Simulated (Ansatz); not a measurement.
Ionic part of the dielectric constant of Li$_{2}$S at 35 GPa, mode by mode

These are results of Ansatz, DFT PBE, scalar-relativistic, plane waves, PAW, not measurements. Cutoff 420 eV, 8×8×8 k-points (Γ-centred), fixed occupations. No spin polarisation. Phonons by linear response, acoustic sum rule imposed.

Symmetry: Fm-3m, No. 225, cubic system. The conventional cell has a = 4.995 Å, b = 4.995 Å, c = 4.995 Å, α = 90.00°, β = 90.00°, γ = 90.00°. Li (site symmetry -43m) is surrounded by 4 S at 2.16 Å. S (site symmetry m-3m) is surrounded by 8 Li at 2.16 Å.

Other phases may be more stable at this pressure.

The primitive cell has V = 31.15 Å³ and ε∞,yy = 4.354. Each polar mode adds Δε = (4.92064×10⁷/V)·S/ν² along y, with S its oscillator strength in e²/amu, ν in cm⁻¹ and V in Å³.

**Question.** From these modes, find each Δε and ε0,yy.
```json
{"ν (cm⁻¹)": "589.5", "S_yy (e²/amu)": "0.2492"}
```

**Answer.**
```tsv
ν (cm⁻¹)	Δε
589.5	1.13
```

The sum is 1.133, so ε0,yy = 5.49; the run's tensor has 5.49.

**Question.** Where do the longitudinal modes lie for a wave vector along y?

**Answer.** At 662 cm⁻¹. The Lyddane–Sachs–Teller product Π(ν_LO/ν_TO)² = 1.26 matches ε0/ε∞ = 1.26.